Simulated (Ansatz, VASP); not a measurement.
## TaAs: VASP beside Ansatz

```
Ta As
1.0
    -1.68738    1.68738    5.86794
     1.68738   -1.68738    5.86794
     1.68738    1.68738   -5.86794
Ta As
2 2
Direct
  0.49997 0.49997 0.00000
  0.24997 0.74997 0.50000
  0.08263 0.08263 0.00000
  0.83263 0.33263 0.50000
```

Change from the starting cell: strain = -0.02.

Alike in both runs: task single point; functional PBE; k mesh 8 × 8 × 8; occupations fermi-dirac, width 0.05 eV; no spin polarisation.

|  | VASP | Ansatz |
| --- | --- | --- |
| version | VASP 6.6.1 | Ansatz 0.2.0 |
| potentials or method | VASP PAW PBE potentials, release 64 (Ta_pv, As) | Ansatz PAW |
| plane-wave cutoff (eV) | 520 | 420 |
| valence electrons in the cell | 32 | 56 |

|  | VASP | Ansatz | Ansatz less VASP |
| --- | --- | --- | --- |
| gap on the k mesh at the Fermi level (eV) | none | none | - |
| pressure (GPa) | 11.5 | 10.9 | -0.60 |
| largest component of the traceless stress (GPa) | 3.93 | 3.84 | -0.087 |
| rms of the force components (eV/Å) | 0.076 | 0.076 | -0.0003 |

Atom by atom the forces differ by 0.000 eV/Å (rms over components). A gap of «none» marks a metal or a gap that the smearing closes. With one functional, cell and mesh, what is left measures potentials, basis and numerics. The two sets of potentials don't hold the same shells in valence.

The runs have no spin-orbit coupling, so splittings on Ta are missing.
